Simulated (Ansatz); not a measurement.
**SrCl2: band gap under strain**

How does strain move the band edges of SrCl2 in the fluorite structure, and do the functionals agree on it? States: -1.5 % strain along z alone; -2.8 % biaxial strain in x and y, z held; +3.5 % strain along x alone.

The runs shown are made with Ansatz 0.2.0. PAW datasets, plane waves. The values are computed, spin-unpolarised, and not measurements.

## 1. Starting point

The unstrained cell was relaxed with r2SCAN; in each strained cell the atoms were relaxed again with r2SCAN. Names of k-points are those of the unstrained zone, where strain can split equivalent points. First state: -1.5 % strain along z alone.

Space group I4/mmm (No. 139), tetragonal; a = 4.947 Å, c = 6.893 Å in the conventional setting, 28.11 Å³ an atom. Around Sr lie 8 Cl at 3.01 Å; around Cl lie 4 Sr at 3.01 Å and 2 Cl at 3.45 Å.

Coordinates:

```
CELL_PARAMETERS angstrom
0.00000 3.49772 3.44665
3.49772 0.00000 3.44665
3.49772 3.49772 0.00000
ATOMIC_POSITIONS crystal
Sr 0.00000 0.00000 0.00000
Cl 0.25000 0.25000 0.25000
Cl 0.75000 0.75000 0.75000
```

## 2. -1.5 % strain along z alone: PBE

input.yaml

```yaml
crystal:
  lattice:
    - [0.0, 3.4977180853, 3.4466514012]
    - [3.4977180853, 0.0, 3.4466514012]
    - [3.4977180853, 3.4977180853, 0.0]
  atoms:
    - { symbol: Sr, position: [0.0, 0.0, 0.0] }
    - { symbol: Cl, position: [0.25, 0.25, 0.25] }
    - { symbol: Cl, position: [0.75, 0.75, 0.75] }
kpoints:
  mp_grid: { grid: [6, 6, 6] }
  band_path:
    path:
      - [0.0, 0.0, 0.0]
      - [0.5, 0.0, 0.5]
      - [0.625, 0.25, 0.625]
      - [0.375, 0.375, 0.75]
      - [0.5, 0.5, 0.5]
      - [0.5, 0.25, 0.75]
    npoints: 1
hamiltonian:
  xc: pbe
scf:
  occupations: { method: fermi_dirac, width: 0.02 }
  n_extra_bands: 4
output:
  forces: true
  stress: true
  eigenvalues: true
```

Further steps of the session: -1.5 % strain along z alone: r2SCAN; -1.5 % strain along z alone: HSE06; -2.8 % biaxial strain in x and y, z held: PBE; -2.8 % biaxial strain in x and y, z held: r2SCAN; -2.8 % biaxial strain in x and y, z held: HSE06; +3.5 % strain along x alone: PBE; +3.5 % strain along x alone: r2SCAN; +3.5 % strain along x alone: HSE06.

Q: Predict the outcome of this session.

The runs gave:

Least gap in eV (negative: overlap):

```
                                   state   PBE  r2SCAN  HSE06
             -1.5 % strain along z alone  5.30    5.92   6.58
-2.8 % biaxial strain in x and y, z held  5.41    5.88   6.71
             +3.5 % strain along x alone  5.08    5.69   6.35
```

What this shows: Where both were run, the HSE06 gap lies +1.27 to +1.30 eV from PBE's, each on its own k points. In PBE the gap is least under +3.5 % strain along x alone (5.08 eV) and largest under -2.8 % biaxial strain in x and y, z held (5.41 eV).
